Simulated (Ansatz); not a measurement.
# Pb (P6_3/mmc): an equation of state far from equilibrium

An exercise on one series of results from a longer session: the logs are not shown, and one member is left open.

Method: DFT r²SCAN, scalar-relativistic, plane waves, PAW, in Ansatz 0.2.0.

## The system as given

Symmetry: P6_3/mmc, No. 194, hexagonal system. The conventional cell has a = 3.499 Å, b = 3.499 Å, c = 5.834 Å, α = 90.00°, β = 90.00°, γ = 120.00°. Pb (site symmetry -6m2) is surrounded by 12 Pb at 3.50 to 3.55 Å.

Coordinates:

```cif
data_structure
_symmetry_space_group_name_H-M 'P6_3/mmc'
_symmetry_Int_Tables_number 194
_cell_length_a 3.4989
_cell_length_b 3.4989
_cell_length_c 5.8337
_cell_angle_alpha 90.000
_cell_angle_beta 90.000
_cell_angle_gamma 120.000
_cell_volume 61.85
loop_
_atom_site_label
_atom_site_type_symbol
_atom_site_symmetry_multiplicity
_atom_site_Wyckoff_symbol
_atom_site_fract_x
_atom_site_fract_y
_atom_site_fract_z
_atom_site_occupancy
Pb1 Pb 2 c 0.33333 0.66667 0.25000 1
```

An earlier run at r²SCAN left this cell at 30.924 Å³/atom and -0.02 GPa (14×14×8 mesh).

Set-up of the first run:

input.yaml

```yaml
crystal:
  lattice:
    - [3.4515655143, 0.0, 0.0]
    - [-1.7257827571, 2.9891434183, 0.0]
    - [0.0, 0.0, 5.7548651481]
  atoms:
    - { symbol: Pb, position: [0.3333333333, 0.6666666667, 0.25] }
    - { symbol: Pb, position: [0.6666666667, 0.3333333333, 0.75] }
basis:
  ecutwfc: 500
  ecutrho_ratio: 4
kpoints:
  mp_grid: { grid: [16, 16, 8] }
hamiltonian:
  xc: r2scan
scf:
  occupations: { method: gaussian, width: 0.05 }
output:
  forces: true
  stress: true
  eigenvalues: true
relax:
  f_tol: 0.01
  max_steps: 40
  cell: { stress_tol: 0.1, fix: [volume] }
```

On the command line:

```console
ansatz run input.yaml --threads 1 --pin off --max-ram 2560MiB --backend cpu --events-out ev --progress --plain --runs-dir out
```

Among the steps run: Volume × 0.96; Volume × 1.04; Volume × 0.92; Volume × 0.88; Volume × 0.84; Volume × 0.8.

One table of the session follows, with a row left open; its other results are not shown here.

| volume (Å³/atom) | energy above the lowest (meV/atom) | pressure (GPa) |
| --- | --- | --- |
| 24.739 | 265.3 | 17.1 |
| 25.976 | 154.3 | 11.9 |
| 27.213 | ? | ? |
| 28.450 | 32.6 | 4.5 |
| 29.687 | 8.1 | 2.0 |
| 30.924 | 0.0 | 0.0 |
| 32.161 | 6.3 | -1.6 |

**Question.** Estimate the row for volume (Å³/atom) = 27.213.

Worked estimate for «energy above the lowest (meV/atom)». A straight line through the neighbours (25.976, 154.3) and (28.450, 32.6) gives 154.3 + (32.6 − 154.3) × (27.213 − 25.976) / (28.450 − 25.976) = 93.4; a parabola fitted to 4 rows on both sides gives 79.0.

**Answer.** energy above the lowest (meV/atom): 79.4; pressure (GPa): 7.7. In «energy above the lowest (meV/atom)» the line misses by +14.0 and the parabola by -0.4.

Limits of these values: The k mesh is not the same at all volumes. Other structures may be lower in enthalpy at these pressures.
